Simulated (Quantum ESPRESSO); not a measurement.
Crystal: Br.

```
CELL_PARAMETERS angstrom
3.36325 -2.32255 0.00000
3.36325 2.32255 0.00000
0.00000 0.00000 8.70230
ATOMIC_POSITIONS crystal
Br 0.36510 0.63490 0.39010
Br 0.13490 0.86510 0.89010
Br 0.63490 0.36510 0.60990
Br 0.86510 0.13490 0.10990
```

Below is the output of Quantum ESPRESSO 7.5 for this cell. Logs are shortened: lines on timing, memory, paths and dates and some standing lists are left out, and cuts for length are marked.

```text
This program is part of the open-source Quantum ESPRESSO suite
     for quantum simulation of materials; please cite
[... 12 lines left out ...]
     --------------------
     sticks:   dense  smooth     PW     G-vecs:    dense   smooth      PW
     Min         408     408    122                19354    19354    3150
     Max         409     409    123                19357    19357    3153
     Sum         817     817    245                38711    38711    6303

     Using Slab Decomposition

     bravais-lattice index     =            0
     lattice parameter (alat)  =       7.7238  a.u.
     unit-cell volume          =     917.4552 (a.u.)^3
     number of atoms/cell      =            4
     number of atomic types    =            1
     number of electrons       =        28.00
     number of Kohn-Sham states=           21
     kinetic-energy cutoff     =      46.0000  Ry
     charge density cutoff     =     184.0000  Ry
     scf convergence threshold =      8.0E-10
     mixing beta               =       0.5000
     number of iterations used =            8  plain     mixing
     Exchange-correlation= PBE
                           (   1   4   3   4   0   0   0)

     celldm(1)=   7.723801  celldm(2)=   0.000000  celldm(3)=   0.000000
     celldm(4)=   0.000000  celldm(5)=   0.000000  celldm(6)=   0.000000

     crystal axes: (cart. coord. in units of alat)
               a(1) = (   0.822862  -0.568241   0.000000 )
               a(2) = (   0.822862   0.568241   0.000000 )
               a(3) = (   0.000000   0.000000   2.129128 )

     reciprocal axes: (cart. coord. in units 2 pi/alat)
               b(1) = (  0.607635 -0.879908  0.000000 )
               b(2) = (  0.607635  0.879908 -0.000000 )
               b(3) = ( -0.000000  0.000000  0.469676 )

     PseudoPot. # 1 for Br read from file:
     Br_ONCV_PBE-1.2.upf
     Pseudo is Norm-conserving, Zval =  7.0
     Generated using ONCVPSP code by D. R. Hamann
     Using radial grid of  602 points,  6 beta functions with:
[... 52 lines left out ...]

     starting charge      27.9606, renormalised to      28.0000
     Starting wfcs are random

     Self-consistent Calculation

     iteration #  1     ecut=    46.00 Ry     beta= 0.50
     Davidson diagonalization with overlap
     ethr =  1.00E-02,  avg # of iterations = 11.3

     Threshold (ethr) on eigenvalues was too large:
     Diagonalizing with lowered threshold

     Davidson diagonalization with overlap
     ethr =  3.39E-04,  avg # of iterations =  7.1

     total energy              =    -107.86385259 Ry
     estimated scf accuracy    <       0.08473986 Ry
[... 5 lines left out ...]
     total energy              =    -107.86378774 Ry
     estimated scf accuracy    <       0.01391295 Ry

     iteration #  3     ecut=    46.00 Ry     beta= 0.50
     Davidson diagonalization with overlap
     c_bands:  1 eigenvalues not converged
     ethr =  4.97E-05,  avg # of iterations = 10.2

     total energy              =    -107.86708369 Ry
     estimated scf accuracy    <       0.00018845 Ry

     iteration #  4     ecut=    46.00 Ry     beta= 0.50
     Davidson diagonalization with overlap
     ethr =  6.73E-07,  avg # of iterations = 12.9
[... 32 lines left out ...]
     iteration #  9     ecut=    46.00 Ry     beta= 0.50
     Davidson diagonalization with overlap
     ethr =  2.47E-10,  avg # of iterations =  4.4

     End of self-consistent calculation

          k = 0.0000 0.0000 0.0000 (  4863 PWs)   bands (ev):

   -14.4138 -14.0989 -11.5888 -10.9223  -3.3995  -2.4055  -0.6380  -0.6348
    -0.1620  -0.1227   0.5824   1.1631   1.4400   1.4802   3.3977   4.1470
     7.4821   8.1927   8.9114  10.5269  10.5607
[... 135 lines left out ...]
   -14.0720 -14.0720 -11.2373 -11.2373  -3.0409  -3.0409  -1.4231  -1.4231
    -1.3863  -1.3863   1.0379   1.0379   1.2080   1.2080   3.7643   3.7643
    10.2813  10.2814  10.4135  10.4137  10.9326

          k =-0.6076 0.0000 0.0000 (  4832 PWs)   bands (ev):

   -14.1865 -13.9434 -11.4112 -10.9313  -3.1913  -2.6489  -2.0934  -1.3811
    -1.0757  -0.8292   0.1878   0.3738   1.1265   1.4985   3.4505   3.8279
     8.8461   9.1169   9.2674   9.8637  11.6066

          k =-0.6076 0.0000-0.2348 (  4852 PWs)   bands (ev):

   -14.0733 -14.0733 -11.1657 -11.1657  -2.9765  -2.9765  -1.8130  -1.8130
    -0.7735  -0.7735   0.6076   0.6076   0.9002   0.9002   3.5262   3.5262
     9.5531   9.5532  10.5935  10.6034  10.6389

     the Fermi energy is     2.4851 ev

!    total energy              =    -107.86760876 Ry
     estimated scf accuracy    <          2.5E-10 Ry
     smearing contrib. (-TS)   =      -0.00000000 Ry
     internal energy E=F+TS    =    -107.86760876 Ry

     The total energy is F=E-TS. E is the sum of the following terms:
     one-electron contribution =     -17.35764681 Ry
     hartree contribution      =      17.88704099 Ry
     xc contribution           =     -20.59894878 Ry
     ewald contribution        =     -87.79805415 Ry

     convergence has been achieved in   9 iterations

     Forces acting on atoms (cartesian axes, Ry/au):

     atom    1 type  1   force =    -0.00000000    0.01916224   -0.03411264
     atom    2 type  1   force =     0.00000000   -0.01916224   -0.03411264
     atom    3 type  1   force =     0.00000000   -0.01916224    0.03411264
     atom    4 type  1   force =     0.00000000    0.01916224    0.03411264

     Total force =     0.078253     Total SCF correction =     0.000011

     Computing stress (Cartesian axis) and pressure

          total   stress  (Ry/bohr**3)                   (kbar)     P=       20.22
   0.00007953   0.00000000   0.00000000           11.70        0.00        0.00
  -0.00000000   0.00009846   0.00000000           -0.00       14.48        0.00
   0.00000000   0.00000000   0.00023441            0.00        0.00       34.48

=------------------------------------------------------------------------------=
   JOB DONE.
=------------------------------------------------------------------------------=
```

**Question.** What input gives this log?

**Answer.** Single point with PBE, no spin polarisation. The files as run (others can give the same):

pw.in
```
&CONTROL
  calculation = 'scf'
  prefix = 'pwscf'
  outdir = './tmp'
  pseudo_dir = './pseudo'
  tprnfor = .true.
  tstress = .true.
  disk_io = 'nowf'
/
&SYSTEM
  ibrav = 0
  nat = 4
  ntyp = 1
  ecutwfc = 46
  nbnd = 21
  occupations = 'smearing'
  smearing = 'fd'
  degauss = 0.00367493
/
&ELECTRONS
  conv_thr = 8d-10
  electron_maxstep = 120
  mixing_beta = 0.5
/
ATOMIC_SPECIES
Br    79.9040 Br_ONCV_PBE-1.2.upf
CELL_PARAMETERS angstrom
   3.3632500000   -2.3225500000    0.0000000000
   3.3632500000    2.3225500000    0.0000000000
   0.0000000000    0.0000000000    8.7023000000
ATOMIC_POSITIONS crystal
Br     0.3651000000    0.6349000000    0.3901000000
Br     0.1349000000    0.8651000000    0.8901000000
Br     0.6349000000    0.3651000000    0.6099000000
Br     0.8651000000    0.1349000000    0.1099000000
K_POINTS automatic
6 6 2 0 0 0
```

Potentials or basis: SG15 PBE 1.2.
Command:
```bash
$ OMP_NUM_THREADS=1 mpirun -n 4 pw.x -nk 2 -in pw.in > pw.out
```

Caveat: forces of over 1 eV/Å show positions far from the minimum, so gaps and moduli don't describe the material at rest.
